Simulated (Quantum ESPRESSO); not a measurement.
FeO (Wuestite), 2 atoms in the cell. Symmetry: Fm-3m, No. 225, cubic system. The conventional cell has a = 4.311 Å, b = 4.311 Å, c = 4.311 Å, α = 90.00°, β = 90.00°, γ = 90.00°. Fe (site symmetry m-3m) is surrounded by 6 O at 2.16 Å. Around O (site symmetry m-3m) lie 6 Fe at 2.16 Å. 

```yaml
Program: Quantum ESPRESSO 7.5
Task: Hubbard U by linear response
Functional: LDA
Potentials_or_basis: PseudoDojo 0.4.1 SR LDA standard
Cutoff: 1225 eV
Density_cutoff: 4898 eV
k_mesh: 6 × 6 × 6
Occupations: fermi-dirac, width 0.05 eV
Spin: collinear spin, ferromagnetic start
Starting_moments: "[3.0, 0.0] μB"
Hubbard_terms: Fe d U = 4.0 eV
Start_of_the_occupations: default
Hubbard_projectors: atomic
Form_of_the_LDA_correlation: PW92
Mixing_beta: 0.3
Most_SCF_iterations: 120
SCF_threshold: 4e-10 Ry
q_mesh: 1 × 1 × 1
```

Potentials or basis: PseudoDojo 0.4.1 SR LDA standard.

Launch:

```bash
$ OMP_NUM_THREADS=1 pw.x -in pw.in > pw.out
$ OMP_NUM_THREADS=1 pw.x -in scf2.in > scf2.out
$ OMP_NUM_THREADS=1 hp.x -in hp.in > hp.out
```

Hardware: 1 thread of Intel(R) Xeon(R) 6975P-C (Granite Rapids), with other jobs on the host.

Problem. Estimate the wall time of this run.

Solution. Run time: 38 s on 1 thread of Intel(R) Xeon(R) 6975P-C (Granite Rapids), with other jobs on the host, peak memory 0.08 GiB. Counts: scf iterations 16, k pools 1, bands 21, k points 16, g dense 15593.
